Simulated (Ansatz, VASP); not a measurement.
Au: VASP beside Ansatz

Contents of INCAR:

```
PREC     = Accurate       # precision mode
ENCUT    = 600            # plane-wave cutoff, eV
EDIFF    = 1E-7           # SCF threshold, eV
ISMEAR   = -1             # smearing method
SIGMA    = 0.05           # smearing width, eV
LREAL    = F              # projectors in reciprocal space
LASPH    = T              # aspherical terms in the spheres
NELM     = 60             # most SCF steps
ALGO     = Normal         # electronic algorithm
ISIF     = 3              # what is computed and relaxed
LWAVE    = F              # write WAVECAR
LCHARG   = F              # write CHGCAR
GGA      = PE             # functional
IBRION   = 2              # ionic algorithm
NSW      = 60             # ionic steps
EDIFFG   = -0.005         # ionic threshold
```

The input KPOINTS:

```
Automatic mesh
0
Gamma
  12 12 12
```

POSCAR

```
Au
1.0
    0.0000000000      2.8206487953      2.8206487953
    2.8206487953      0.0000000000      2.8206487953
    2.8206487953      2.8206487953      0.0000000000
Au
2
Direct
   -0.1250000000     -0.1250000000     -0.1250000000
    0.1250000000      0.1250000000      0.1250000000
```

Input for Ansatz:

```yaml
crystal:
  lattice:
    - [0.0, 2.8206487953, 2.8206487953]
    - [2.8206487953, 0.0, 2.8206487953]
    - [2.8206487953, 2.8206487953, 0.0]
  atoms:
    - { symbol: Au, position: [-0.125, -0.125, -0.125] }
    - { symbol: Au, position: [0.125, 0.125, 0.125] }
kpoints:
  mp_grid: { grid: [12, 12, 12] }
scf:
  occupations: { method: fermi_dirac, width: 0.05 }
hamiltonian:
  xc: pbe
  pseudopotentials: { kind: paw }
output:
  forces: true
  stress: true
relax:
  f_tol: 0.005
  max_steps: 40
  cell: {}
```

Alike in both runs: task relaxation of cell and atoms; functional PBE; k mesh 12 × 12 × 12; occupations fermi-dirac, width 0.05 eV; no spin polarisation.

|  | VASP | Ansatz |
| --- | --- | --- |
| version | VASP 6.6.1 | Ansatz 0.2.0 |
| potentials or method | VASP PAW PBE potentials, release 64 (Au) | PAW with Ansatz's default frozen-core files, scalar-relativistic |
| plane-wave cutoff (eV) | 600 | 420 |
| valence electrons in the cell | 22 | 38 |

Ansatz gave:

| Quantity | Value |
| --- | --- |
| relaxed volume (Å³/atom) | 29.26 |
| relaxed cell length with the largest relative difference (Å) | 4.358 |
| energy change over the relaxation (meV/atom) | -478 |

Problem. Estimate VASP's values.

Solution. Relaxed volume (Å³/atom): 29.22; relaxed cell length with the largest relative difference (Å): 4.356; energy change over the relaxation (meV/atom): -471.

The two sets of potentials don't hold the same shells in valence.

Caveats: the volume moved by over 15 % at a fixed basis, so the end points are rough (VASP). Spin-orbit coupling is left out, which matters for the levels of Au.
